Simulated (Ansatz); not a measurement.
`ClC[SiH2]Cl` + acetic acid → `CC(=O)O[SiH2]Cl` + `CCl` at 400 K and 1 bar (ligand exchange at the Si–C bond).

Computed with Ansatz on PBE0-D4/def2-TZVP structures; ΔE is electronic, products minus reactants. CCSD(T)/CBS adds triple-zeta CCSD(T) − MP2 to the extrapolated MP2 energy (def2 sets, frozen cores). This one scheme is used for every species. Each species was taken in one conformer, which may not be the lowest.

```json
{"species": "`ClC[SiH2]Cl`", "CCSD(T)/CBS energy (Eh)": "-1249.14529", "H − E (kJ/mol)": "151.5", "S (J/(mol·K))": "358.8"}
{"species": "`CC(=O)O`", "CCSD(T)/CBS energy (Eh)": "-228.87529", "H − E (kJ/mol)": "185.0", "S (J/(mol·K))": "309.7"}
{"species": "`CC(=O)O[SiH2]Cl`", "CCSD(T)/CBS energy (Eh)": "-978.42332", "H − E (kJ/mol)": "222.4", "S (J/(mol·K))": "406.2"}
{"species": "`CCl`", "CCSD(T)/CBS energy (Eh)": "-499.63220", "H − E (kJ/mol)": "114.2", "S (J/(mol·K))": "247.0"}
```

H − E and S are ideal-gas, rigid-rotor, harmonic terms from PBE0-D4/def2-TZVP, for one conformer and one mirror image of each species. 1 Eh = 2625.50 kJ/mol, R = 8.31446 J/(mol·K).

By hand: ΔE, ΔH, ΔS and ΔG.

ΔE = (-978.42332) + (-499.63220) − (-1249.14529) − (-228.87529) = -0.03494 Eh = -91.7 kJ/mol. Δ(H − E) = 222.4 + 114.2 − 151.5 − 185.0 = 0.1, so ΔH = -91.6 kJ/mol. ΔS = 406.2 + 247.0 − 358.8 − 309.7 = -15.3 J/(mol·K). ΔG = -91.6 − 400 × (-15.3)/1000 = -85.5 kJ/mol.

By hand: the equilibrium constant, and the temperature at which ΔG would vanish if ΔH and ΔS stayed fixed.

log₁₀ K = −ΔG/(RT ln 10) = 11.2. ΔG = 0 at ΔH/ΔS = 5987 K, far beyond where these terms or the molecules hold.

ΔH outweighs TΔS. A doubt of 5 kJ/mol in ΔE shifts log₁₀ K by 0.7 here. Other conformers and mirror images would add mixing entropy, several J/(mol·K) or more a flexible species. These are equilibria of isolated gas molecules and say nothing of rates. Largest T1 diagnostic: 0.015 (customary marks: 0.02 for closed shells, 0.045 for open ones).
